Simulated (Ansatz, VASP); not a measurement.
One calculation of Ge, 3 ways

The starting cell:

```
Ge
1.0
     0.00000    2.82891    2.82891
     2.82891    0.00000    2.82891
     2.82891    2.82891    0.00000
Ge
2
Direct
  0.75000 0.75000 0.75000
  0.50000 0.50000 0.50000
```

Alike in all runs: task relaxation of cell and atoms; functional PBEsol; dispersion D4; k mesh 8 × 8 × 8; occupations fermi-dirac, width 0.05 eV; no spin polarisation; no spin-orbit coupling.

```csv
program and potentials,plane-wave cutoff (eV),notes,equilibrium volume (Å³/atom)
"Ansatz, Ansatz PAW",420,"potentials made for PBE, which Ansatz adapts in part",22.44
"VASP, PBE PAW files Ge_d, 600 eV",600,potentials made for PBE,22.43
"Ansatz, all-electron LAPW, scalar-relativistic",-,-,22.44
```

The equilibrium volume spans 22.43 (VASP, PBE PAW files Ge_d, 600 eV) to 22.44 Å³/atom (Ansatz, Ansatz PAW), with all-electron results at 22.44. Relaxations stop with a little pressure left, so the last digit of a volume isn't settled.

Differences between rows come from potentials, basis sets and numerical settings, since the functional is the same but for its coding. Runs on potential files found faulty are left out.
